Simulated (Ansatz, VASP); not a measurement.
# One calculation of MnS, two programs

Contents of INCAR:

```
SYSTEM = MnS
PREC = Accurate
ENCUT = 520
EDIFF = 1E-6
ISMEAR = 0
SIGMA = 0.05
LREAL = .FALSE.
LASPH = .TRUE.
NELM = 150
ALGO = Normal
ISIF = 2
LWAVE = .FALSE.
LCHARG = .FALSE.
ISPIN = 2
MAGMOM = 5 5 0 0
LORBIT = 11
LMAXMIX = 4
LDAU = .TRUE.
LDAUTYPE = 2
LDAUL = 2 -1
LDAUU = 5 0
LDAUJ = 0 0
LDAUPRINT = 1
GGA = PS
NBANDS = 31
```

The input KPOINTS:

```
Automatic mesh
0
G
  6 6 3
  0 0 0
```

File POSCAR:

```
MnS
1.0
    3.9535775800      0.0000000000      0.0000000000
   -1.9767887900      3.4238986200      0.0000000000
    0.0000000000      0.0000000000      6.3425299100
Mn S
2 2
Direct
    0.3333333300      0.6666666700      0.9988446700
    0.6666666700      0.3333333300      0.4988614400
    0.6666666700      0.3333333300      0.1261543000
    0.3333333300      0.6666666700      0.6261406000
```

Input for Ansatz:

```yaml
crystal:
  lattice:
    - [3.95357758, 0.0, 0.0]
    - [-1.97678879, 3.42389862, 0.0]
    - [0.0, 0.0, 6.34252991]
  atoms:
    - { symbol: Mn, position: [0.33333333, 0.66666667, 0.99884467], spin: 5.0 }
    - { symbol: Mn, position: [0.66666667, 0.33333333, 0.49886144], spin: 5.0 }
    - { symbol: S, position: [0.66666667, 0.33333333, 0.1261543] }
    - { symbol: S, position: [0.33333333, 0.66666667, 0.6261406] }
basis:
  ecutwfc: 420
  ecutrho_ratio: 4
kpoints:
  mp_grid: { grid: [6, 6, 3] }
hamiltonian:
  xc: pbesol
  hubbard:
    sites: [{ site: 0, l: d, u_eff: 5.0 }, { site: 1, l: d, u_eff: 5.0 }]
scf:
  occupations: { method: gaussian, width: 0.05 }
  lower_state_search: "off"
  max_iter: 150
output:
  forces: true
  stress: true
  eigenvalues: true
  populations: true
  hubbard: { sites: [{ site: 0, l: d }, { site: 1, l: d }] }
magnetization:
  spin_polarized: true
```

Alike in both runs: task single point; functional PBEsol; k mesh 6 × 6 × 3; occupations gaussian, width 0.05 eV; collinear spin; Hubbard terms Mn d U = 5.0 eV.

|  | VASP | Ansatz |
| --- | --- | --- |
| version | VASP 6.6.1 | Ansatz 0.2.0 |
| potentials or method | VASP PAW PBE potentials, release 64 (Mn_pv, S) | scalar-relativistic, plane waves, PAW |
| plane-wave cutoff (eV) | 520 | 420 |
| valence electrons in the cell | 38 | 42 |

```tsv
	VASP	Ansatz	Ansatz less VASP
gap on the k mesh at the Fermi level (eV)	1.48	1.39	-0.089
least direct gap on the mesh (eV)	1.48	1.39	-0.089
pressure (GPa)	5.0	5.0	+0.02
largest component of the traceless stress (GPa)	1.95	2.06	+0.113
rms of the force components (eV/Å)	0.207	0.200	-0.0068
net moment per atom (μB)	2.50	2.50	0.000
size of the moment on the site where the two differ most (μB)	4.60	4.31	-0.284
```

Site moments also hang on the region over which each program counts them. The programs project onto different local orbitals, so the same U acts differently. Atom by atom the forces differ by 0.007 eV/Å (rms over components). The two sets of potentials don't hold the same shells in valence. Ansatz warned: «structure_snapped_to_symmetry».

Caveats: the PAW data sets were made with another functional, which shifts forces and pressure a little (VASP); an odd mesh through Γ misses points on the zone boundary, where band edges often lie. The state reached can hang on the start; a lower one may exist.
